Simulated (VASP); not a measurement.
# A vacancy on the Au site in ZnAu, part 3 of 4

Wanted: what a vacancy on the Au site costs in ZnAu and how the lattice relaxes round it. The start is a cell from a database of measured crystal structures.

VASP 6.6.1, plane waves and PAW; the level of theory is named at each step.

Still holding for the runs below: The k-mesh is coarse for a metal.

So far. Step 4 (Reference Au): The run ended after 3 ionic steps, 0.022 eV below its first step, once forces and stress met EDIFFG = -0.02. Step 4 (Reference Au): Energy at zero smearing: -3.22947 eV.

### Step 5. Reference Zn

This step: PBE; plane waves and PAW (Zn) (VASP 6.6.1).

System of this step: Zn. The structure is hexagonal, space group P6_3/mmc (No. 194). The conventional cell has a = 2.660 Å, b = 2.660 Å, c = 4.937 Å, α = 90.00°, β = 90.00°, γ = 120.00°. Nearest to Zn lie 12 Zn at 2.66 to 2.91 Å.

Zn is not exchanged here; its energy serves the host's formation enthalpy.

Input file INCAR:

```
SYSTEM = Zn
PREC = Normal
ENCUT = 300
EDIFF = 1E-05
NELM = 120
ISMEAR = 1
SIGMA = 0.1
LREAL = Auto
ALGO = Fast
GGA = PE
NBANDS = 18
LORBIT = 11
LWAVE = .FALSE.
LCHARG = .FALSE.
KPAR = 4
LASPH = .TRUE.
IBRION = 2
NSW = 25
ISIF = 3
EDIFFG = -0.02
POTIM = 0.4
```

Input file POSCAR:

```
Zn
1.0
    2.6600000000      0.0000000000      0.0000000000
   -1.3300000000      2.3036275741      0.0000000000
    0.0000000000      0.0000000000      4.9369600000
Zn
2
Direct
    0.0000000000      0.0000000000      0.0000000000
    0.3333333333      0.6666666667      0.5000000000
```

Input file KPOINTS:

```
Automatic mesh
0
Gamma
11 11 6
0 0 0
```

Potentials, in the order of the species: Zn (PBE family, release 64).

Started as:

```console
$ mpirun -np 4 vasp_std
```

Output:

```text
[banner, memory and clock lines left out]
running    4 mpi-ranks, on    1 nodes
 distrk:  each k-point on    1 cores,    4 groups
 distr:  one band on    1 cores,    1 groups

 POSCAR found type information on POSCAR Zn
 POSCAR found :  1 types and       2 ions
 [... a notice as in an earlier step ...]

 LDA part: xc-table for (Slater+PW92), standard interpolation
 POSCAR, INCAR and KPOINTS ok, starting setup
 FFT: planning ... GRIDC
 FFT: planning ... GRID_SOFT
 FFT: planning ... GRID
 WAVECAR not read
 entering main loop
       N       E                     dE             d eps       ncg     rms          rms(c)
DAV:   1     0.856717586164E+02    0.85672E+02   -0.91548E+03  2360   0.147E+03
DAV:   2     0.496558467318E+00   -0.85175E+02   -0.83517E+02  2330   0.240E+02
DAV:   3    -0.239677576856E+01   -0.28933E+01   -0.28862E+01  2578   0.522E+01
DAV:   4    -0.240831671004E+01   -0.11541E-01   -0.11539E-01  2580   0.341E+00
DAV:   5    -0.240833051042E+01   -0.13800E-04   -0.13800E-04  2496   0.102E-01    0.404E+00
RMM:   6    -0.221835291976E+01    0.18998E+00   -0.74095E-01  2304   0.102E+01    0.307E+00
RMM:   7    -0.220935892885E+01    0.89940E-02   -0.19386E-02  2304   0.194E+00    0.153E+00
RMM:   8    -0.220406646189E+01    0.52925E-02   -0.50281E-03  2304   0.615E-01    0.945E-02
RMM:   9    -0.220406939728E+01   -0.29354E-05   -0.12793E-03  2304   0.493E-01    0.902E-02
RMM:  10    -0.220402770444E+01    0.41693E-04   -0.20770E-04  2301   0.155E-01    0.629E-03
RMM:  11    -0.220402933227E+01   -0.16278E-05   -0.11442E-05  1363   0.338E-02
   1 F= -.22040293E+01 E0= -.22040509E+01  d E =-.220403E+01
 curvature:   0.00 expect dE= 0.000E+00 dE for cont linesearch  0.000E+00
 trial: gam= 0.00000 g(F)=  0.333E-44 g(S)=  0.161E-02 ort = 0.000E+00 (trialstep = 0.100E+01)
 search vector abs. value=  0.161E-02
 bond charge predicted
       N       E                     dE             d eps       ncg     rms          rms(c)
DAV:   1    -0.221226271715E+01   -0.82350E-02   -0.13842E-01  2640   0.355E+00    0.544E-01
RMM:   2    -0.220740680723E+01    0.48559E-02   -0.59974E-03  2304   0.899E-01    0.308E-01
RMM:   3    -0.220545084685E+01    0.19560E-02   -0.14190E-03  2304   0.352E-01    0.101E-01
RMM:   4    -0.220531733768E+01    0.13351E-03   -0.39190E-04  2304   0.189E-01    0.221E-02
RMM:   5    -0.220532145806E+01   -0.41204E-05   -0.31853E-05  1762   0.684E-02
   2 F= -.22053215E+01 E0= -.22052056E+01  d E =-.129213E-02
[... from here on, the cycles between the ionic steps are left out ...]
   3 F= -.22091737E+01 E0= -.22091067E+01  d E =-.514439E-02
   4 F= -.22095642E+01 E0= -.22095516E+01  d E =-.390444E-03
   5 F= -.22095588E+01 E0= -.22095445E+01  d E =-.385101E-03
   6 F= -.22096452E+01 E0= -.22096127E+01  d E =-.863394E-04
   7 F= -.22085692E+01 E0= -.22084209E+01  d E =0.989659E-03
   8 F= -.22095272E+01 E0= -.22094351E+01  d E =0.316295E-04
   9 F= -.22096116E+01 E0= -.22095496E+01  d E =-.527408E-04
 curvature:  -0.22 expect dE=-0.202E-03 dE for cont linesearch -0.804E-04
 ZBRENT: interpolating
 opt :   2.0055  next Energy=    -2.209682 (dE=-0.123E-03)
 bond charge predicted
       N       E                     dE             d eps       ncg     rms          rms(c)
DAV:   1    -0.220979967792E+01   -0.18832E-03   -0.19825E-03  2556   0.659E-01    0.899E-02
RMM:   2    -0.220965320121E+01    0.14648E-03   -0.40202E-04  2304   0.237E-01    0.360E-02
RMM:   3    -0.220963552893E+01    0.17672E-04   -0.17408E-05  1435   0.460E-02    0.201E-02
RMM:   4    -0.220963425430E+01    0.12746E-05   -0.80737E-06  1357   0.254E-02
  10 F= -.22096343E+01 E0= -.22095884E+01  d E =-.754331E-04
 curvature:  -0.10 expect dE=-0.270E-05 dE for cont linesearch -0.182E-05
 trial: gam=-0.05457 g(F)=  0.214E-44 g(S)=  0.275E-04 ort = 0.427E-04 (trialstep = 0.169E+01)
 search vector abs. value=  0.231E-04
 reached required accuracy - stopping structural energy minimisation
```

It took 11 s on 4 MPI ranks of Intel Xeon 6975P-C (Granite Rapids), shared host; peak memory 0.45 GiB; 33 s of CPU time.

Parts of OUTCAR (step 5):

```text
   k-points           NKPTS =     64   k-points in BZ     NKDIM =     64   number of bands    NBANDS=     18

   ENCUT  =  300.0 eV  22.05 Ry    4.70 a.u.   3.76  3.76  6.97*2*pi/ulx,y,z

   NELECT =      24.0000    total number of electrons

 E-fermi :   3.2164

 k-point     1 :       0.0000    0.0000    0.0000
  band No.  band energies     occupation
    ...
      9      -4.1347      2.00000
     10      -3.8901      2.00000
     11      -3.8901      2.00000
     12      -0.3590      2.00000
     13       0.5126      2.00000
     14      17.9276      0.00000
     15      20.1552      0.00000
     16      20.1553      0.00000
     17      21.3070      0.00000
     18      21.8887      0.00000

  Total       -0.0255820     -0.0255820     -0.0107854      0.0000000      0.0000000     -0.0000000
  in kB       -1.3623965     -1.3623965     -0.5743901      0.0000000      0.0000000     -0.0000000
  external PRESSURE =      -1.0997277 kB  Pullay stress =       0.0000000 kB

 POSITION                                       TOTAL-FORCE (eV/Angst)
 -----------------------------------------------------------------------------------
     -0.00000      0.00000      0.00000        -0.000000      0.000000      0.000000
     -0.00000      1.54794      2.41629         0.000000     -0.000000      0.000000
 -----------------------------------------------------------------------------------
    total drift:                                0.000000     -0.000000     -0.000000

  FREE ENERGIE OF THE ION-ELECTRON SYSTEM (eV)
  ---------------------------------------------------
  free  energy   TOTEN  =        -2.2096342543 eV

  energy  without entropy=       -2.2094966238  energy(sigma->0) =       -2.20958838

[... 1 part as in an earlier step ...]

[... 15 further parts left out ...]
```

The run keeps the 24 symmetry operations of its start, so it cannot find a distortion of lower symmetry.

Relaxation path:

| step | energy less that of the first step (eV) | largest force (eV/Å) | pressure (GPa) | volume (Å³) |
| --- | --- | --- | --- | --- |
| 1 | 0.0000 | 0.0000 | 0.14 | 30.25 |
| 2 | -0.0013 | 0.0000 | 0.97 | 30.30 |
| 3 | -0.0051 | 0.0000 | -0.51 | 30.43 |
| 4 | -0.0055 | 0.0000 | -0.22 | 30.18 |
| 5 | -0.0055 | 0.0000 | -0.07 | 30.17 |
| 6 | -0.0056 | 0.0000 | -0.57 | 30.10 |
| 7 | -0.0045 | 0.0000 | 0.60 | 29.90 |
| 8 | -0.0055 | 0.0000 | 0.45 | 30.03 |
| 9 | -0.0056 | 0.0000 | 0.68 | 30.07 |
| 10 | -0.0056 | 0.0000 | -0.11 | 30.08 |

| conventional cell, symmetrised | before | after | change |
| --- | --- | --- | --- |
| a (Å) | 2.660 | 2.681 | +0.8 % |
| b (Å) | 2.660 | 2.681 | +0.8 % |
| c (Å) | 4.937 | 4.833 | -2.1 % |
| volume (Å³/atom) | 15.13 | 15.04 | -0.6 % |

The relaxed structure:

```xyz
2
Lattice="2.6811 0.0000 0.0000 -1.3406 2.3219 0.0000 0.0000 0.0000 4.8326" Properties=species:S:1:pos:R:3 pbc="T T T"
Zn    0.0000    0.0000    0.0000
Zn    0.0000    1.5479    2.4163
```

This step gave:

| Property | Result |
| --- | --- |
| electronic cycles | 58 |
| electrons | 24 |
| free energy (TOTEN) | -2.210 eV |
| Fermi energy | 3.216 eV |

The run ended after 10 ionic steps, 0.006 eV below its first step, once forces and stress met EDIFFG = -0.02.

The edges of the cell as typed change unequally, by -2.1 to +0.8 %. In a metal that hangs on the k mesh, which was not refined here; the energy is less touched by it than the shape.

Energy at zero smearing: -2.20959 eV.

(Continued in part 4 of 4.)

[Lines on the potential files, build, host, timing and source positions are cut from VASP's logs without a mark.]

[Logs are printed without paths, hosts, clocks, repeated set-up lines and the standing remarks that a program may print on its own settings, such as how far it seeks lower states.]

[Hosts, paths, dates, database ids (printed as entryN), source tags and the programs' standing remarks are cut or masked in the printed files.]

[In band tables of VASP the shares of atoms and orbitals are scaled to a sum of 1 inside the atoms' spheres.]

[Runs that stopped without an error message from VASP are left out.]
